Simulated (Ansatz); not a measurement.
InN (wurtzite)

```
InN
1.0
    3.58053     0.00000     0.00000
   -1.79026     3.10083     0.00000
    0.00000     0.00000     5.78779
In N
2 2
Direct
  0.66667   0.33333   0.50197
  0.33333   0.66667   0.00197
  0.66667   0.33333   0.12323
  0.33333   0.66667   0.62323
```

The volume is varied about the relaxed value V₀ at fixed cell shape. The atoms relax within the cell's symmetry.

The numbers are results of PBE (plane waves to 420 eV, PAW, scalar-relativistic; Ansatz, an electronic-structure program), not measurements. k mesh 11×11×6 (Γ-centred), Fermi-Dirac smearing 0.05 eV. The energy includes the smearing's −TS. Compression counts positive. With the shape held, the modulus is that of even scaling; a crystal free to change shape is softer. At this level the bands of InN touch or barely overlap; measurements give the solid a gap. InN was relaxed with its symmetry unable to fall. The zero of ΔE is the relaxed starting cell. The last digit holds for this mesh only.

```json
[
 {"V (Å³/atom)": "13.494", "ΔE (meV/atom)": "216.7"},
 {"V (Å³/atom)": "13.923", "ΔE (meV/atom)": "142.0"},
 {"V (Å³/atom)": "14.351", "ΔE (meV/atom)": "withheld"},
 {"V (Å³/atom)": "14.780", "ΔE (meV/atom)": "45.7"},
 {"V (Å³/atom)": "15.208", "ΔE (meV/atom)": "19.3"},
 {"V (Å³/atom)": "15.636", "ΔE (meV/atom)": "4.6"},
 {"V (Å³/atom)": "16.065", "ΔE (meV/atom)": "0.0"},
 {"V (Å³/atom)": "16.493", "ΔE (meV/atom)": "4.1"},
 {"V (Å³/atom)": "16.922", "ΔE (meV/atom)": "15.7"},
 {"V (Å³/atom)": "17.350", "ΔE (meV/atom)": "33.7"},
 {"V (Å³/atom)": "17.779", "ΔE (meV/atom)": "57.1"},
 {"V (Å³/atom)": "18.207", "ΔE (meV/atom)": "85.3"},
 {"V (Å³/atom)": "18.635", "ΔE (meV/atom)": "117.4"}
]
```

Fit a third-order Birch-Murnaghan form (E₀, V₀, B₀, B₀′ free) to the given rows and predict ΔE at V = 14.351.

Least squares on the 12 given rows: ΔE = E₀ + (9V₀B₀/16)·y²·[2 + (B₀′ − 4)y], y = (V₀/V)^(2/3) − 1, with V₀ = 16.066 Å³/atom, B₀ = 121.2 GPa (160.2 GPa = 1 eV/Å³; the term in eV is multiplied by 1000), B₀′ = 4.67, E₀ = 0.05 meV/atom; root-mean-square residual 0.08 meV/atom. At 14.351 the fit gives 85.8 meV/atom; the calculation gives 85.9 meV/atom, so the interpolation is off by -0.1 (-0.1 %). For the pressure the fit gives 17.8 GPa against the computed 17.9 GPa.

(Under strain, the slope of the energy per volume gives the stress and its curvature an elastic modulus.)
